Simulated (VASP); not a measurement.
Here is a VASP 6.6.1 calculation.

The input INCAR:

```
ALGO     = Normal         # electronic algorithm
DIPOL    = 0.5 0.5 0.500
EDIFF    = 1E-6           # SCF threshold, eV
ENCUT    = 520            # plane-wave cutoff, eV
GGA      = PE             # functional
IDIPOL   = 3            
ISIF     = 2              # what is computed and relaxed
ISMEAR   = 0              # smearing method
LASPH    = T              # aspherical terms in the spheres
LCHARG   = T              # write CHGCAR
LDIPOL   = T            
LELF     = T              # ELF
LREAL    = F              # projectors in reciprocal space
LVACPOTAV= T            
LVHAR    = T            
LWAVE    = F              # write WAVECAR
NELM     = 60             # most SCF steps
PREC     = Accurate       # precision mode
SIGMA    = 0.05           # smearing width, eV
```

File KPOINTS:

```
k-points
0
Gamma
  8 8 1
```

Contents of POSCAR:

```
AlAs
1.0
    4.0027900669      0.0000000000      0.0000000000
   -2.0013950335      3.4665178840      0.0000000000
    0.0000000000      0.0000000000     25.6218593124
As Al
4 4
Direct
    0.0000000000      0.0000000000      0.2927188034
    0.3333333333      0.6666666667      0.4202764629
    0.6666666667      0.3333333333      0.5478341223
    0.0000000000      0.0000000000      0.6753917817
    0.3333333333      0.6666666667      0.3246082183
    0.6666666667      0.3333333333      0.4521658777
    0.0000000000      0.0000000000      0.5797235371
    0.3333333333      0.6666666667      0.7072811966
```

Potentials or basis: VASP PAW PBE potentials, release 64 (As, Al).

The run is started by

```sh
$ cat potpaw_PBE.64/As/POTCAR potpaw_PBE.64/Al/POTCAR > POTCAR
$ mpirun -np 1 vasp_std > vasp.out
```

Question: Predict the work function of the upper face.

Answer: 3.55 eV.

Question: Predict the work function of the lower face.

Answer: 5.93 eV.

Question: Predict the largest force.

Answer: 0.705 eV/Å.

Question: Predict the band gap on the k mesh.

Answer: None (metal or under the smearing width).

Forces in eV/Å, atoms in the order of the input:
```
As   0.000  0.000 -0.171
As   0.000  0.000  0.543
As   0.000  0.000  0.441
As   0.000  0.000  0.705
Al   0.000  0.000 -0.429
Al   0.000  0.000 -0.452
Al   0.000  0.000 -0.508
Al   0.000  0.000 -0.129
```
